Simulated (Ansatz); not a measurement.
# SiNi: further runs on the relaxed cell

One table from this session's results is given with a row withheld; the runs are named, their logs left out.

Method: DFT PBEsol, scalar-relativistic, plane waves, PAW, in Ansatz 0.2.0.

## The starting structure

The structure is cubic, space group P2_13 (No. 198). Conventional cell: a = 4.468 Å, b = 4.468 Å, c = 4.468 Å, α = 90.00°, β = 90.00°, γ = 90.00°. Si (site symmetry 3) is surrounded by 7 Ni at 2.34 to 2.42 Å. Around Ni (site symmetry 3) lie 7 Si at 2.34 to 2.42 Å.

Structure file:

```xyz
8
Lattice="4.4680 0.0000 0.0000 0.0000 4.4680 0.0000 0.0000 0.0000 4.4680" Properties=species:S:1:pos:R:3 pbc="T T T"
Si    3.7820    3.7820    3.7820
Si    2.9200    0.6860    1.5480
Si    1.5480    2.9200    0.6860
Si    0.6860    1.5480    2.9200
Ni    0.6657    0.6657    0.6657
Ni    1.5683    3.8023    2.8997
Ni    2.8997    1.5683    3.8023
Ni    3.8023    2.8997    1.5683
```

This cell was relaxed beforehand with the same method: volume 11.15 Å³/atom, gap on the mesh none (metal).

Set-up of the first run:

input.yaml

```yaml
crystal:
  lattice:
    - [4.422842777, 0.0, 0.0]
    - [0.0, 4.422842777, 0.0]
    - [0.0, 0.0, 4.422842777]
  atoms:
    - { symbol: Si, position: [0.8464645371, 0.8464645371, 0.8464645371] }
    - { symbol: Si, position: [0.6535354629, 0.1535354629, 0.3464645371] }
    - { symbol: Si, position: [0.3464645371, 0.6535354629, 0.1535354629] }
    - { symbol: Si, position: [0.1535354629, 0.3464645371, 0.6535354629] }
    - { symbol: Ni, position: [0.1489905015, 0.1489905015, 0.1489905015] }
    - { symbol: Ni, position: [0.3510094985, 0.8510094985, 0.6489905015] }
    - { symbol: Ni, position: [0.6489905015, 0.3510094985, 0.8510094985] }
    - { symbol: Ni, position: [0.8510094985, 0.6489905015, 0.3510094985] }
basis:
  ecutwfc: 420
kpoints:
  mp_grid: { grid: [8, 8, 8] }
hamiltonian:
  xc: pbesol
scf:
  occupations: { method: gaussian, width: 0.1 }
output:
  forces: true
  stress: true
  eigenvalues: true
relax:
  adjacent_minimum: "off"
  f_tol: 0.01
  max_steps: 30
```

Started as:

```
ansatz run input.yaml --threads 2 --pin off --max-ram 5120MiB --backend cpu --events-out ev --progress --plain --runs-dir out
```

Among the steps run: The cell scaled to 0.97 of its volume; The cell scaled to 1.03 of its volume; The cell scaled to 0.94 of its volume; Volume × 1.06; The cell scaled to 0.91 of its volume; The cell scaled to 1.10 of its volume; Volume × 0.88.

One table of the session follows, with a row left open; its other results are not shown here.

```
volume (Å³/atom)  energy above the lowest point (meV/atom)  pressure (GPa)
           9.811                                     128.1           34.55
          10.146                                      67.7           23.60
          10.480                                         ?               ?
          10.815                                       6.7            6.57
          11.149                                       0.0            0.01
          11.484                                       6.0           -5.55
          11.818                                      22.5          -10.15
          12.264                                      58.0          -15.14
```

**Question.** Estimate the row for volume (Å³/atom) = 10.480.

Worked estimate for «energy above the lowest point (meV/atom)». A straight line through the neighbours (10.146, 67.7) and (10.815, 6.7) gives 67.7 + (6.7 − 67.7) × (10.480 − 10.146) / (10.815 − 10.146) = 37.2; a parabola fitted to 4 rows on both sides gives 28.3.

The run gave: energy above the lowest point (meV/atom): 28.3; pressure (GPa): 14.36. In «energy above the lowest point (meV/atom)» the line misses by +8.9 and the parabola by 0.0.

To keep in mind: Spin polarisation is off in the runs that give these values; a magnetic solution could lie lower. Warnings in the runs' records: stress scf threshold loose.
